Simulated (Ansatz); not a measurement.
Here is an Ansatz 0.2.0 calculation.

Contents of input.yaml:

```yaml
crystal:
  lattice:
    - [0.0, 2.3885, 2.3885]
    - [2.3885, 0.0, 2.3885]
    - [2.3885, 2.3885, 0.0]
  atoms:
    - { symbol: As, position: [0.75, 0.75, 0.75] }
    - { symbol: B, position: [0.0, 0.0, 0.0] }
kpoints:
  mp_grid: { grid: [8, 8, 8] }
scf:
  occupations: { method: fermi_dirac, width: 0.05 }
hamiltonian:
  xc: pbesol
  pseudopotentials: { kind: all_electron, datasets: crystal }
output:
  forces: true
  stress: true
  eigenvalues: true
```

Potentials or basis: all-electron PAW datasets made for the crystal.

Launch:

```console
$ ansatz run input.yaml --threads 2 --pin off --max-ram 8192MiB --backend cpu --events-out ev --progress --plain --runs-dir out
```

Predict the band gap on the k mesh.

1.10 eV, indirect (least direct gap 3.25 eV).

Estimate the pressure.

-0.8 GPa.

A k mesh can miss the band edges. Expect the measured gap to be larger: semilocal functionals such as PBEsol lack the derivative discontinuity.
